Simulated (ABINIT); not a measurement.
Runs of ABINIT 10.8.3 (patched build) on BN. It takes space group F-43m (No. 216, cubic). Conventional cell: a = 3.626 Å, b = 3.626 Å, c = 3.626 Å, α = 90.00°, β = 90.00°, γ = 90.00°. Around N (site symmetry -43m) lie 4 B at 1.57 Å. Around B (site symmetry -43m) lie 4 N at 1.57 Å. The cell is a database's computed one.

| level | gap on the mesh (eV) | pressure (GPa) |
| --- | --- | --- |
| r2SCAN | 5.02 | -2.6 |
| WC | (a) | -6.3 |
| PBEsol | (b) | (c) |
| TB-mBJ | 5.96 | - |
| AM05 | 4.35 | -6.8 |

Alike in all rows: task band structure; potentials or basis JTH PAW PBE v2.0; no spin polarisation; cell as given; k mesh 13 × 13 × 13; cutoff (eV) 844; smearing fermi-dirac 0.05 eV.

**Question.** Estimate the missing entries.

**Answer.** (a) 4.39; (b) 4.34; (c) -6.2.

Caveats: the PAW data sets were made with another functional, which shifts forces and pressure a little; the constant c of TB-mBJ comes from the pseudo density here, which moves gaps by up to 0.3 eV between sets of potentials (some runs).

A k mesh can miss the band edges.

Runs at the PBE level aren't shown here.
